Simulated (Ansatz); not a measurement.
This script makes relaxations under a series of pressures of GaN, space group F-43m with the Ansatz DFT code, driven from Python.

The script, `run_compress.py`:
```python
"""Volume and enthalpy of GaN against pressure."""

import ansatz as az
import numpy as np
import pandas as pd

params = {
    "xc": "PBEsol",
    "ecut": 450,
}

def edges_and_angles(cell):
    cell = np.asarray(cell)
    a, b, c = np.linalg.norm(cell, axis=1)
    cosines = cell[1] @ cell[2] / (b * c), cell[0] @ cell[2] / (a * c), cell[0] @ cell[1] / (a * b)
    return (a, b, c, *np.degrees(np.arccos(cosines)))

cell = (
    az.Lattice.fcc(4.507)
    .space_group(216)
    .atom("Ga", [0.0, 0.0, 0.0])
    .atom("N", [0.25, 0.25, 0.25])
    .primitive()
)

calc = (
    cell.calculation()
    .functional(params["xc"])
    .pseudopotentials("paw")
    .basis(params["ecut"])
    .kpoints(8)
    .occupations(az.OccupationsMethod.FIXED)
)

# H = F + PV, with 1 GPa A^3 = 1/160.21766 eV
rows = []
for pressure in [0, 2, 4, 6, 8]:
    outcome = calc.relax(cell=True, pressure=pressure, force_tolerance=0.005).run(threads=1, backend="cpu")
    cell = outcome.lattice.cell_ang
    n_atoms = len(outcome.lattice.sites)
    volume = abs(np.linalg.det(cell)) / n_atoms
    enthalpy = outcome.report["free_energy_ev"] / n_atoms + pressure * volume / 160.21766
    rows.append((pressure, volume, enthalpy, *edges_and_angles(cell)))
    print(f"{pressure} GPa done: {volume:.4f} A^3/atom")

table = pd.DataFrame(rows, columns=["P_GPa", "V_A3_atom", "H_eV_atom", "a", "b", "c", "alpha", "beta", "gamma"])
print(table.round(4).to_string(index=False))
p, v = np.array([row[0] for row in rows], float), np.array([row[1] for row in rows])
print("mean bulk modulus between rows (GPa):", np.round(-np.diff(p) / np.diff(np.log(v)), 1))
```

From its runs, with one value withheld:

| P (GPa) | relaxed V (Å³/atom) |
| --- | --- |
| 0 | 11.375 |
| 2 | 11.257 |
| 4 | 11.149 |
| 6 | 11.041 |
| 8 | ? |

What volume does the cell relax to at 8 GPa?

Murnaghan's form V = V0 (1 + B' P / B0)^(-1/B') through the 4 rows shown gives V0 = 11.375 Å³, B0 = 191.1 GPa and B' = 3.56, and so 10.939 Å³ an atom at 8 GPa. The run gave 10.940 Å³, 0.01 % away.

What to keep in mind:
- At a fixed pressure a relaxation lowers the enthalpy F + PV, while F alone can rise.
- This cell is a computed structure, which may not be the phase found in nature.
- Symmetry holds the cell in this phase, whether or not it is the stable one at each pressure.
- Processor time in the engine: 28 s on 1 thread of Intel(R) Xeon(R) Processor @ 2.30GHz (shared host), peak memory 0.53 GiB.
